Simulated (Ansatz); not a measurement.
## Sc, one cell by several methods

```yaml
crystal:
  lattice:
    - [0.00000, 2.27050, 2.27050]
    - [2.27050, 0.00000, 2.27050]
    - [2.27050, 2.27050, 0.00000]
  atoms:
    - { symbol: Sc, position: [0.00000, 0.00000, 0.00000] }
```

The cell is COD entry 9008483, as deposited and not checked against the literature; nothing was relaxed.

Spin polarisation is left out, and whether a magnetic state lies lower isn't shown here.

Levels of theory: DFT, LDA, PAW with Ansatz's default frozen-core files, scalar-relativistic (Ansatz 0.2.0); DFT, LDA, all-electron LAPW, scalar-relativistic (Ansatz 0.2.0).

For PAW: a Γ-centred 12×12×12 k mesh, Fermi–Dirac smearing of 0.03 eV, cutoff 420 eV, no spin polarisation; the PAW files were made with PBE, and the program remakes their frozen cores for this functional. LAPW targets a basis error of 0.25 meV/atom. The Ansatz runs share mesh, smearing and spin set-up. Plane-wave (PAW) pressures include the program's estimate of the Pulay term.

Stress and pressure are positive in compression.

Levels count from the Fermi level.

```csv
quantity,PAW,LAPW
pressure (GPa),-2.44,-2.44
highest filled level at Γ (eV),-5.239,-5.238
lowest empty level at Γ (eV),1.592,1.591
highest filled level at L (eV),-1.841,-1.842
lowest empty level at L (eV),0.412,0.415
highest filled level at K (eV),-0.463,-0.463
lowest empty level at K (eV),0.951,0.953
```
